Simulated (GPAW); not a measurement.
The system is CoO.

```
Co O
1.0
     0.00000    2.13150    2.13150
     2.13150    0.00000    2.13150
     2.13150    2.13150    0.00000
Co O
1 1
Cartesian
  0.0000 0.0000 0.0000
  2.1315 2.1315 2.1315
```

```yaml
Program: GPAW 26.7.0
Task: relaxation of cell and atoms
Functional: LDA
Potentials_or_basis: the program's PAW data sets (release 1.2.1) made for this functional
Cutoff: 800 eV
Basis: pw
k_mesh: 11 × 11 × 11
Occupations: fermi-dirac, width 0.05 eV
Spin: collinear spin, ferromagnetic start
Starting_moments: "[2.0, 0.0] μB"
```

At the start: pressure -18.6 GPa; volume 9.68 Å³/atom.

Task: Where does the relaxation end?

Result: Over 4 steps the energy falls by 72.5 meV/atom and the volume is 8.53 Å³/atom (-11.9 %); space group Fm-3m (No. 225, to 0.05 Å); moment 2.21 μB per cell.

Step by step:
| step | energy change (eV) | largest force (eV/Å) | pressure (GPa) | volume (Å³) |
| --- | --- | --- | --- | --- |
| 1 | 0.0000 | 0.0000 | -18.57 | 19.37 |
| 2 | -0.0479 | 0.0000 | -15.29 | 18.91 |
| 3 | -0.1451 | 0.0000 | -0.71 | 17.13 |
| 4 | -0.1450 | 0.0000 | 0.22 | 17.06 |

Final structure:
```
Co O
1.0
     0.00000    2.04308    2.04308
     2.04308    0.00000    2.04308
     2.04308    2.04308    0.00000
Co O
1 1
Direct
  0.00000 0.00000 0.00000
  0.50000 0.50000 0.50000
```

Caveat: each step starts from the last one's moments, so a moment once lost doesn't come back; later steps reuse the first step's grids; the volume moved by -12 % from the deposited cell, more than functionals usually miss; a cell with one magnetic atom can't hold antiferromagnetic order, which such compounds often take.
